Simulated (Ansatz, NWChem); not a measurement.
**Strength of the C–C bond: C8H18 → 2 C4H9**

Species: C8H18 (octane) `CCCCCCCC`, singlet; C4H9 (1-butyl radical) `[CH2]CCC`, doublet. 

Shapes, held fixed at every level: PBE0-D4/def2-TZVP. Flexible molecules stand in one conformer, not always the lowest. Programs: Ansatz 0.2.0, NWChem 7.3.0. Electronic energies: no zero-point or thermal term.

```tsv
level	kind	ΔE (kJ/mol)
PBE-D4/def2-TZVPP	GGA	+377.3
r2SCAN-D4/def2-TZVPP	meta-GGA	+347.7
B3LYP/6-31G* (spherical functions)	global hybrid	+363.0
B3LYP-D4/def2-TZVPP	global hybrid	+363.6
PBE0-D4/def2-TZVPP	global hybrid	+375.1
wB97M-V/def2-TZVPP	range-separated hybrid	+389.9
B2PLYP/def2-TZVPP	double hybrid	+364.7
MP2/def2-TZVPP	perturbation theory	+408.3
```

MP2/def2-TZVPP gives ΔE = +408.3 kJ/mol; the levels span +347.7 to +408.3. The median of the levels is +369.9. No measured value is set beside it here. Open shells run unrestricted unless RO is named.
